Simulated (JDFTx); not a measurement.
## RbCl under changes of volume

One of the cells (35.094 Å³/atom); the others are scaled copies at fixed shape and fractional positions:

```
Rb Cl
1.0
     0.00000    3.27400    3.27400
     3.27400    0.00000    3.27400
     3.27400    3.27400    0.00000
Rb Cl
1 1
Direct
  0.00000 0.00000 0.00000
  0.50000 0.50000 0.50000
```

```yaml
Program: JDFTx 1.7.0 (patched build)
Functional: PBEsol
Dispersion: D3(BJ)
Potentials_or_basis: PseudoDojo-SR-PBEsol-0.4.1-standard with smoothed tails
Cutoff: 789 eV
Density_cutoff: 6313 eV
k_mesh: 7 × 7 × 7
Occupations: fermi-dirac, width 0.05 eV
Spin: no spin polarisation
```

| volume (Å³/atom) | energy over the lowest point (meV/atom) | pressure (GPa) | gap on the mesh (eV) |
| --- | --- | --- | --- |
| 32.989 | 0.00 | 0.1 | 5.08 |
| 33.690 | 0.47 | -0.3 | 5.01 |
| 34.392 | ? | ? | ? |
| 35.094 | 6.13 | -1.0 | 4.89 |
| 35.796 | 10.95 | -1.2 | 4.83 |
| 36.498 | 16.88 | -1.5 | 4.78 |
| 37.200 | 23.77 | -1.7 | 4.72 |

Problem. What does the run at 34.392 Å³/atom give?

Solution. Energy over the lowest point 2.58 meV/atom; pressure -0.7 GPa; gap on the mesh 4.95 eV.

Worked out: A Birch-Murnaghan fit of order 3 (a polynomial in V^(-2/3)) to the other rows has its minimum at 33.15 Å³/atom with B0 = V·E''(V) = 19.6 GPa and B' = 5.2. It gives 2.58 meV/atom at 34.392 Å³/atom, against the run's 2.58, and -dE/dV = -0.7 GPa, against -0.7. A straight line through the other rows of the gap, of slope -2.97 eV per unit of ln V (its deformation potential), gives 4.95 eV, against the run's 4.95.

Energies are extrapolated to zero smearing.

Caveats: an odd mesh through Γ misses points on the zone boundary, where band edges often lie (some runs). Spin-orbit coupling on Rb is left out.
